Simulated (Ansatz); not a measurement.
BaF2 (fluorite)

```
CELL_PARAMETERS angstrom
      0.00000     6.24626     6.24626
      3.12313     0.00000     3.12313
      3.12313     3.12313     0.00000
ATOMIC_POSITIONS crystal
  Ba 0.00000 0.00000 0.00000
  Ba 0.50000 0.00000 0.00000
  F  0.12500 0.25000 0.25000
  F  0.62500 0.25000 0.25000
  F  0.37500 0.75000 0.75000
  F  0.87500 0.75000 0.75000
```

The atoms are displaced by Q × the pattern below (from a DFPT mode at L = (0.5, 0.0, 0.0), largest move 1; Q in Å), at fixed cell. (q is in reciprocal vectors of the primitive cell; the cell shown is doubled to hold the pattern.)

```tsv
atom	x	y	z
Ba1	0.116	-0.116	-0.116
Ba2	-0.116	0.116	0.116
F3	-0.577	0.577	0.577
F4	0.577	-0.577	-0.577
F5	0.577	-0.577	-0.577
F6	-0.577	0.577	0.577
```

The numbers are results of PBE (plane waves to 420 eV, PAW, scalar-relativistic; Ansatz, a first-principles code), not measurements. k mesh 9×9×9 (Γ-centred), Fermi-Dirac smearing 0.05 eV. Energies are smeared free energies. Compression counts positive. BaF2 was relaxed with its symmetry unable to fall. The zero of ΔE is the undisplaced structure.

```
Q (Å)   −dE/dQ from forces (eV/Å)  ΔE (meV/cell)  P (GPa)
------  -------------------------  -------------  -------
-0.180                      2.596          236.0     0.39
-0.150                      2.176              ?     0.27
-0.120                      1.750              ?     0.18
-0.090                      1.317           59.4     0.10
-0.060                      0.881           26.4     0.05
-0.030                      0.441              ?     0.02
0.000                       0.000            0.0     0.01
0.030                      -0.441              ?     0.02
0.060                      -0.881           26.4     0.05
0.090                      -1.317           59.4     0.10
0.120                      -1.750              ?     0.18
0.150                      -2.176              ?     0.27
0.180                      -2.596          236.0     0.39
```

Some entries are withheld; supply them.


- -0.150, ΔE (meV/cell): 164.4
- -0.120, ΔE (meV/cell): 105.4
- -0.030, ΔE (meV/cell): 6.6
- 0.030, ΔE (meV/cell): 6.6
- 0.120, ΔE (meV/cell): 105.4
- 0.150, ΔE (meV/cell): 164.4

(For displaced atoms, the force is minus the slope of the energy, and its curvature is a force constant, which sets phonon frequencies.)
